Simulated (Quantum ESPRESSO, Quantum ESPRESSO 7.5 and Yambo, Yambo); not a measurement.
# Quasiparticle gap of BeTe (F-43m) in Yambo

Aim: the G0W0 gap of BeTe (F-43m) on PBE, step by step.

Calculated with Quantum ESPRESSO 7.5 and Yambo 5.3.0; PBE and many-body steps on it, plane waves.

The database entry behind the starting cell differs from later determinations by our own check (an axis about 1.5 % short against later determinations), so it need not match the best structure at ambient conditions.

## Step 1: Starting point

The structure is cubic, space group F-43m (No. 216). Conventional cell: a = 5.540 Å, b = 5.540 Å, c = 5.540 Å, α = 90.00°, β = 90.00°, γ = 90.00°. Nearest to Be lie 4 Te at 2.40 Å. Nearest to Te lie 4 Be at 2.40 Å. Farther neighbours and most contacts between anions are not listed.

As a file:

```cif
data_structure
_symmetry_space_group_name_H-M 'F-43m'
_symmetry_Int_Tables_number 216
_cell_length_a 5.5400
_cell_length_b 5.5400
_cell_length_c 5.5400
_cell_angle_alpha 90.000
_cell_angle_beta 90.000
_cell_angle_gamma 90.000
_cell_volume 170.03
loop_
_atom_site_label
_atom_site_type_symbol
_atom_site_symmetry_multiplicity
_atom_site_Wyckoff_symbol
_atom_site_fract_x
_atom_site_fract_y
_atom_site_fract_z
_atom_site_occupancy
Be1 Be 4 a 0.00000 0.00000 0.00000 1
Te1 Te 4 d 0.25000 0.25000 0.75000 1
```

The cell and positions come from the Crystallography Open Database and are kept as given unless a step says otherwise. Spin-orbit coupling is left out unless a step names it.

## Step 2: Ground state

This step: Quantum ESPRESSO 7.5; DFT, PBE, plane waves, norm-conserving pseudopotentials.

The ground-state density comes first.

File pw.in:

```
&control
  calculation = 'scf'
  prefix = 'x'
  outdir = 'o'
  pseudo_dir = 'pseudo'
/
&system
  ibrav = 0
  nat = 2
  ntyp = 2
  ecutwfc = 76.0
  nbnd = 15
  force_symmorphic = .true.
/
&electrons
  conv_thr = 1e-10
  electron_maxstep = 80
  mixing_beta = 0.5
/
ATOMIC_SPECIES
  Be 9.012 Be.upf
  Te 127.6 Te.upf
CELL_PARAMETERS angstrom
  0.0000000000 2.7700000000 2.7700000000
  2.7700000000 0.0000000000 2.7700000000
  2.7700000000 2.7700000000 -0.0000000000
ATOMIC_POSITIONS crystal
  Be 0.0000000000 0.0000000000 0.0000000000
  Te 0.2500000000 0.2500000000 0.2500000000
K_POINTS automatic
  6 6 6 0 0 0
```

Command:

```console
$ OMP_NUM_THREADS=1 mpirun -n 4 pw.x -nk 4 -in pw.in > pw.out
```

What it wrote:

```text
Program PWSCF v.7.5 starts

     This program is part of the open-source Quantum ESPRESSO suite
     for quantum simulation of materials; please cite
         "P. Giannozzi et al., J. Phys.:Condens. Matter 21 395502 (2009);
         "P. Giannozzi et al., J. Phys.:Condens. Matter 29 465901 (2017);
         "P. Giannozzi et al., J. Chem. Phys. 152 154105 (2020);
     in publications or presentations arising from this work. More details at
     Message from routine setup:
     using ibrav=0 with symmetry is DISCOURAGED, use correct ibrav instead

     G-vector sticks info

     bravais-lattice index     =            0
     lattice parameter (alat)  =       7.4028  a.u.
     unit-cell volume          =     286.8573 (a.u.)^3
     number of atoms/cell      =            2
     number of atomic types    =            2
     number of electrons       =        20.00
     number of Kohn-Sham states=           15
     kinetic-energy cutoff     =      76.0000  Ry
     charge density cutoff     =     304.0000  Ry
     scf convergence threshold =      1.0E-10
     mixing beta               =       0.5000
     number of iterations used =            8  plain     mixing
     Exchange-correlation= PBE
                           (   1   4   3   4   0   0   0)

     celldm(1)=   7.402759  celldm(2)=   0.000000  celldm(3)=   0.000000
     celldm(4)=   0.000000  celldm(5)=   0.000000  celldm(6)=   0.000000

     crystal axes: (cart. coord. in units of alat)
               a(1) = (   0.000000   0.707107   0.707107 )
               a(2) = (   0.707107   0.000000   0.707107 )
               a(3) = (   0.707107   0.707107  -0.000000 )

     reciprocal axes: (cart. coord. in units 2 pi/alat)
               b(1) = ( -0.707107  0.707107  0.707107 )
               b(2) = (  0.707107 -0.707107  0.707107 )
               b(3) = (  0.707107  0.707107 -0.707107 )
     Pseudo is Norm-conserving, Zval =  4.0
     Generated using ONCVPSP code by D. R. Hamann
     Using radial grid of 1358 points,  4 beta functions with:
     Pseudo is Norm-conserving + core correction, Zval = 16.0
     Generated using ONCVPSP code by D. R. Hamann
     Using radial grid of 1294 points,  6 beta functions with:
     Be                4.00     9.01200     Be( 1.00)
     Te               16.00   127.60000     Te( 1.00)

     24 Sym. Ops. (no inversion) found

   Cartesian axes

     site n.     atom                  positions (alat units)
         1        Be     tau(   1) = (   0.0000000   0.0000000   0.0000000  )
         2        Te     tau(   2) = (   0.3535534   0.3535534   0.3535534  )

     number of k points=    16
                       cart. coord. in units 2pi/alat
        k(    1) = (   0.0000000   0.0000000   0.0000000), wk =   0.0092593
        k(    2) = (   0.1178511   0.1178511  -0.1178511), wk =   0.0740741
        k(    3) = (   0.2357023   0.2357023  -0.2357023), wk =   0.0740741
        k(    4) = (  -0.3535534  -0.3535534   0.3535534), wk =   0.0370370
        k(    5) = (   0.2357023   0.0000000  -0.0000000), wk =   0.0555556
        k(    6) = (   0.3535534   0.1178511  -0.1178511), wk =   0.2222222
        k(    7) = (  -0.2357023  -0.4714045   0.4714045), wk =   0.2222222
        k(    8) = (  -0.1178511  -0.3535534   0.3535534), wk =   0.2222222
        k(    9) = (   0.0000000  -0.2357023   0.2357023), wk =   0.1111111
        k(   10) = (   0.4714045   0.0000000  -0.0000000), wk =   0.0555556
     [... 4 further rows ...]
        k(   15) = (  -0.1178511  -0.3535534   0.5892557), wk =   0.2222222
        k(   16) = (  -0.7071068   0.2357023   0.0000000), wk =   0.1111111

     Dense  grid:    25749 G-vectors     FFT dimensions: (  45,  45,  45)

     Initial potential from superposition of free atoms

     starting charge      19.9996, renormalised to      20.0000
     Starting wfcs are   11 randomized atomic wfcs +    4 random wfcs

     per-process dynamical memory:    23.8 Mb

     Self-consistent Calculation

     iteration #  1     ecut=    76.00 Ry     beta= 0.50

     Threshold (ethr) on eigenvalues was too large:
     Diagonalizing with lowered threshold

     total energy              =    -237.67425218 Ry
     estimated scf accuracy    <       0.04024799 Ry

     iteration #  2     ecut=    76.00 Ry     beta= 0.50

     total energy              =    -237.67660981 Ry
     estimated scf accuracy    <       0.00447788 Ry

     iteration #  3     ecut=    76.00 Ry     beta= 0.50

     total energy              =    -237.67684614 Ry
     estimated scf accuracy    <       0.00033295 Ry

     iteration #  4     ecut=    76.00 Ry     beta= 0.50

     total energy              =    -237.67687294 Ry
     estimated scf accuracy    <       0.00001246 Ry

     iteration #  5     ecut=    76.00 Ry     beta= 0.50

     total energy              =    -237.67687427 Ry
     estimated scf accuracy    <       0.00000039 Ry

     iteration #  6     ecut=    76.00 Ry     beta= 0.50

     total energy              =    -237.67687433 Ry
     estimated scf accuracy    <       0.00000002 Ry

     iteration #  7     ecut=    76.00 Ry     beta= 0.50

     total energy              =    -237.67687433 Ry
     estimated scf accuracy    <          9.7E-10 Ry

     iteration #  8     ecut=    76.00 Ry     beta= 0.50

     total energy              =    -237.67687433 Ry
     estimated scf accuracy    <          3.1E-10 Ry

     iteration #  9     ecut=    76.00 Ry     beta= 0.50

     End of self-consistent calculation

          k = 0.0000 0.0000 0.0000 (  3143 PWs)   bands (ev):

   -91.8186 -27.9676 -27.9676 -27.9676 -27.9532 -27.9532  -4.1965   8.4374
     8.4374   8.4374  12.0433  12.0433  12.0433  12.6444  17.0120

          k = 0.1179 0.1179-0.1179 (  3224 PWs)   bands (ev):

   -91.8193 -27.9670 -27.9667 -27.9667 -27.9530 -27.9530  -3.9193   6.3498
     8.0267   8.0267  12.0304  12.6267  12.6267  14.5635  17.6041

          k = 0.2357 0.2357-0.2357 (  3203 PWs)   bands (ev):

   -91.8191 -27.9658 -27.9650 -27.9650 -27.9524 -27.9524  -3.2174   3.7506
     7.4512   7.4512  11.7793  13.0874  13.0874  16.3978  18.1405

          k =-0.3536-0.3536 0.3536 (  3214 PWs)   bands (ev):

     [... further k-points ...]

     highest occupied, lowest unoccupied level (ev):     8.4374   10.3016

!    total energy              =    -237.67687434 Ry
     estimated scf accuracy    <          2.4E-12 Ry

     The total energy is the sum of the following terms:
     one-electron contribution =    -113.53879803 Ry
     hartree contribution      =      58.96166217 Ry
     xc contribution           =     -54.17437576 Ry
     ewald contribution        =    -128.92536272 Ry

     convergence has been achieved in   9 iterations

     XML data file, charge density, pseudopotentials, collected wavefunctions

=------------------------------------------------------------------------------=
   JOB DONE.
=------------------------------------------------------------------------------=
```

Run time: 5.1 s. Hardware: 4 MPI ranks of Arm Neoverse V1, shared host; peak memory 0.23 GiB; 20 s of CPU time.

Numbers from this step:

```
total energy               : -3233.7586 eV
gap                        : 1.864 eV
k of the valence top       : 0, 0, 0
k of the conduction bottom : 0, -0.5, -0.5
least direct gap           : 3.606 eV
```

The gap is indirect, with the least direct gap 1.74 eV higher.

## Step 3: Bands along the symmetry lines

Levels along a band path, at the cheap level, show where the edges lie and whether the meshes to come will hold them.

File pw.in:

```
&control
  calculation = 'bands'
  prefix = 'x'
  outdir = 'o'
  pseudo_dir = 'pseudo'
/
&system
  ibrav = 0
  nat = 2
  ntyp = 2
  ecutwfc = 76.0
  nbnd = 16
  force_symmorphic = .true.
/
&electrons
  conv_thr = 1e-9
  electron_maxstep = 80
  diago_full_acc = .true.
  diago_thr_init = 5e-6
/
ATOMIC_SPECIES
  Be 9.012 Be.upf
  Te 127.6 Te.upf
CELL_PARAMETERS angstrom
  0.0000000000 2.7700000000 2.7700000000
  2.7700000000 0.0000000000 2.7700000000
  2.7700000000 2.7700000000 -0.0000000000
ATOMIC_POSITIONS crystal
  Be 0.0000000000 0.0000000000 0.0000000000
  Te 0.2500000000 0.2500000000 0.2500000000
K_POINTS crystal
  50
  0.00000000 0.00000000 0.00000000 1
  -0.06250000 -0.06250000 0.00000000 1
  -0.12500000 -0.12500000 0.00000000 1
  -0.18750000 -0.18750000 0.00000000 1
  -0.25000000 -0.25000000 0.00000000 1
  -0.31250000 -0.31250000 0.00000000 1
  -0.37500000 -0.37500000 0.00000000 1
  -0.43750000 -0.43750000 0.00000000 1
  -0.50000000 -0.50000000 0.00000000 1
  -0.48437500 -0.48437500 0.03125000 1
  -0.46875000 -0.46875000 0.06250000 1
  -0.45312500 -0.45312500 0.09375000 1
  -0.43750000 -0.43750000 0.12500000 1
  -0.42187500 -0.42187500 0.15625000 1
  -0.40625000 -0.40625000 0.18750000 1
  -0.39062500 -0.39062500 0.21875000 1
  -0.37500000 -0.37500000 0.25000000 1
  -0.37500000 0.00000000 0.37500000 1
  -0.32812500 0.00000000 0.32812500 1
  -0.28125000 0.00000000 0.28125000 1
  -0.23437500 0.00000000 0.23437500 1
  -0.18750000 0.00000000 0.18750000 1
  -0.14062500 0.00000000 0.14062500 1
  -0.09375000 0.00000000 0.09375000 1
  -0.04687500 0.00000000 0.04687500 1
  0.00000000 0.00000000 0.00000000 1
  0.00000000 0.00000000 0.06250000 1
  0.00000000 0.00000000 0.12500000 1
  0.00000000 0.00000000 0.18750000 1
  0.00000000 0.00000000 0.25000000 1
  0.00000000 0.00000000 0.31250000 1
  0.00000000 0.00000000 0.37500000 1
  0.00000000 0.00000000 0.43750000 1
  -0.00000000 -0.00000000 0.50000000 1
  -0.06250000 -0.03125000 0.46875000 1
  -0.12500000 -0.06250000 0.43750000 1
  -0.18750000 -0.09375000 0.40625000 1
  -0.25000000 -0.12500000 0.37500000 1
  -0.31250000 -0.15625000 0.34375000 1
  -0.37500000 -0.18750000 0.31250000 1
  -0.43750000 -0.21875000 0.28125000 1
  -0.50000000 -0.25000000 0.25000000 1
  -0.50000000 -0.28125000 0.21875000 1
  -0.50000000 -0.31250000 0.18750000 1
  -0.50000000 -0.34375000 0.15625000 1
  -0.50000000 -0.37500000 0.12500000 1
  -0.50000000 -0.40625000 0.09375000 1
  -0.50000000 -0.43750000 0.06250000 1
  -0.50000000 -0.46875000 0.03125000 1
  -0.50000000 -0.50000000 0.00000000 1
```

What it wrote:

```text
[banner, memory and clock lines left out]
Program PWSCF v.7.5 starts

     Atomic positions and unit cell read from directory:
     o/x.save/

     Message from routine setup:
     using ibrav=0 with symmetry is DISCOURAGED, use correct ibrav instead

     G-vector sticks info

     bravais-lattice index     =            0
     lattice parameter (alat)  =       7.4028  a.u.
     unit-cell volume          =     286.8573 (a.u.)^3
     number of atoms/cell      =            2
     number of atomic types    =            2
     number of electrons       =        20.00
     number of Kohn-Sham states=           16
     kinetic-energy cutoff     =      76.0000  Ry
     charge density cutoff     =     304.0000  Ry
     Exchange-correlation= PBE
                           (   1   4   3   4   0   0   0)

     celldm(1)=   7.402759  celldm(2)=   0.000000  celldm(3)=   0.000000
     celldm(4)=   0.000000  celldm(5)=   0.000000  celldm(6)=   0.000000

     crystal axes: (cart. coord. in units of alat)
               a(1) = (   0.000000   0.707107   0.707107 )
               a(2) = (   0.707107   0.000000   0.707107 )
               a(3) = (   0.707107   0.707107  -0.000000 )

     reciprocal axes: (cart. coord. in units 2 pi/alat)
               b(1) = ( -0.707107  0.707107  0.707107 )
               b(2) = (  0.707107 -0.707107  0.707107 )
               b(3) = (  0.707107  0.707107 -0.707107 )
     Pseudo is Norm-conserving, Zval =  4.0
     Generated using ONCVPSP code by D. R. Hamann
     Using radial grid of 1358 points,  4 beta functions with:
     Pseudo is Norm-conserving + core correction, Zval = 16.0
     Generated using ONCVPSP code by D. R. Hamann
     Using radial grid of 1294 points,  6 beta functions with:
     Be                4.00     9.01200     Be( 1.00)
     Te               16.00   127.60000     Te( 1.00)

     24 Sym. Ops. (no inversion) found

   Cartesian axes

     site n.     atom                  positions (alat units)
         1        Be     tau(   1) = (   0.0000000   0.0000000   0.0000000  )
         2        Te     tau(   2) = (   0.3535534   0.3535534   0.3535534  )

     number of k points=    50
                       cart. coord. in units 2pi/alat
        k(    1) = (   0.0000000   0.0000000   0.0000000), wk =   0.0400000
        k(    2) = (   0.0000000   0.0000000  -0.0883883), wk =   0.0400000
        k(    3) = (   0.0000000   0.0000000  -0.1767767), wk =   0.0400000
[...]
[... 38 further rows ...]
        k(   49) = (   0.0441942  -0.0000000  -0.7071068), wk =   0.0400000
        k(   50) = (   0.0000000   0.0000000  -0.7071068), wk =   0.0400000

     Dense  grid:    25749 G-vectors     FFT dimensions: (  45,  45,  45)

     The potential is recalculated from file :
     o/x.save/charge-density

     Starting wfcs are   11 randomized atomic wfcs +    5 random wfcs

     Band Structure Calculation

     End of band structure calculation

          k = 0.0000 0.0000 0.0000 (  3143 PWs)   bands (ev):

   -91.8186 -27.9676 -27.9676 -27.9676 -27.9532 -27.9532  -4.1965   8.4374
     8.4374   8.4374  12.0433  12.0433  12.0433  12.6444  17.0120  19.0089

          k = 0.0000 0.0000-0.0884 (  3195 PWs)   bands (ev):

   -91.8190 -27.9677 -27.9673 -27.9673 -27.9533 -27.9530  -4.1432   8.1004
[...]
k = 0.0000 0.0000-0.1768 (  3203 PWs)   bands (ev):

[...]
k =-0.0000 0.0000-0.2652 (  3211 PWs)   bands (ev):

[...]
k = 0.0000 0.0000-0.3536 (  3207 PWs)   bands (ev):

[...]
k = 0.0000-0.0000-0.4419 (  3210 PWs)   bands (ev):

[...]
k =-0.0000 0.0000-0.5303 (  3206 PWs)   bands (ev):

[...]
k = 0.0000-0.0000-0.6187 (  3226 PWs)   bands (ev):

[...]
k = 0.5303-0.0000-0.5303 (  3200 PWs)   bands (ev):

[...]
k = 0.0000 0.0000 0.0000 (  3143 PWs)   bands (ev):

[...]
k = 0.1326 0.0000-0.7071 (  3222 PWs)   bands (ev):

[...]
k = 0.0884-0.0000-0.7071 (  3222 PWs)   bands (ev):

[...]
k = 0.0442-0.0000-0.7071 (  3242 PWs)   bands (ev):

[...]
k = 0.0000 0.0000-0.7071 (  3250 PWs)   bands (ev):

   -91.8196 -27.9694 -27.9596 -27.9596 -27.9556 -27.9499  -2.1909   3.0670
     5.6143   5.6143  10.3016  11.0598  18.5571  18.5572  20.4317  22.0566

     XML data file, pseudopotentials, collected wavefunctions
```

Elapsed: 4.9 s, on 4 MPI ranks; peak memory 0.21 GiB.

Numbers from this step:

| Item | Value |
| --- | --- |
| gap | 1.864 eV |
| k of the valence top | 0, 0, 0 |
| k of the conduction bottom | -0.5, -0.5, 0 |
| least direct gap | 3.606 eV |

The gap is 1.864 eV, as in the run before at this level.

Electronic bands along the path, in eV, zero at the top of the highest filled band:

```csv
point,band 7,band 8,band 9,band 10,band 11,band 12,band 13,band 14
Γ,-12.63,0.00,0.00,0.00,3.61,3.61,3.61,4.21
halfway,-11.83,-2.99,-1.81,-1.81,2.55,4.46,6.64,6.64
X,-10.63,-5.37,-2.82,-2.82,1.86,2.62,10.12,10.12
halfway,-10.62,-5.26,-3.36,-2.71,2.22,3.33,9.46,9.57
U,-10.65,-4.99,-4.15,-2.39,2.65,5.35,8.15,8.54
jump to K,-10.65,-4.99,-4.15,-2.39,2.65,5.35,8.15,8.54
halfway,-11.77,-3.69,-2.42,-0.72,4.17,4.73,5.35,6.49
Γ,-12.63,0.00,0.00,0.00,3.61,3.61,3.61,4.21
halfway,-12.04,-3.48,-0.73,-0.73,3.46,4.53,4.53,7.35
L,-11.17,-5.85,-1.21,-1.21,3.24,4.60,4.60,7.93
halfway,-10.90,-5.40,-3.07,-2.04,4.22,4.49,6.90,8.01
W,-10.59,-4.79,-3.95,-3.44,5.33,5.57,5.73,6.44
halfway,-10.61,-5.16,-3.34,-3.16,2.98,3.64,8.57,8.75
X,-10.63,-5.37,-2.82,-2.82,1.86,2.62,10.12,10.12
```

The electronic bands as a text plot (rows in eV, shown from -8.0 to 7.9 only):

```
    7.5 |       ++         +++              +          +    +
    6.9 |     ++           +++++                      + ++ ++
    6.2 |                   +++++++        +         +   +++
    5.6 |    +            +   +++  ++    ++              +++
    4.9 | ++++           +      +++  +       ++++++++  +++ ++
    4.2 |++   ++              +++++++ +++++++     ++++++    +
    3.6 |++     ++     ++   ++     ++++++++++++++++++        +
    2.9 |  +++    +++++   ++                                 ++++
    2.2 |     +++++   ++++                                    +++
    1.6 |          +++
    0.9 |
    0.3 |*                           ***
   -0.4 | ***                   ******  *****
   -1.1 |  ***                **   **    **  *******
   -1.7 |    ***           ***   ****             *****
   -2.4 |       ***    ****     *          *         * *
   -3.0 |     **   *****      ** **                   * **  *****
   -3.7 |       **      **  **  *           *          ******
   -4.4 |         *       **  **             **
   -5.0 |          ** ********                 *       *********
   -5.7 |            *                          *******         *
   -6.3 |
   -7.0 |
   -7.7 |
         Γ           X  U|K            Γ         L        W     X
```

(Continued in part 2 of 3.)

[Paths, hosts, dates, memory and timing lines, banners, echoed tables and standing remarks are left out of the program output.]

[Logs are printed without paths, hosts, clocks, repeated set-up lines and the standing remarks that a program may print on its own settings, such as how far it seeks lower states.]

[Runs of the session that timed out or met a known fault of the program may be left out.]

[Hosts, paths, dates, database ids (printed as entryN), source tags and the programs' standing remarks are cut or masked in the printed files.]
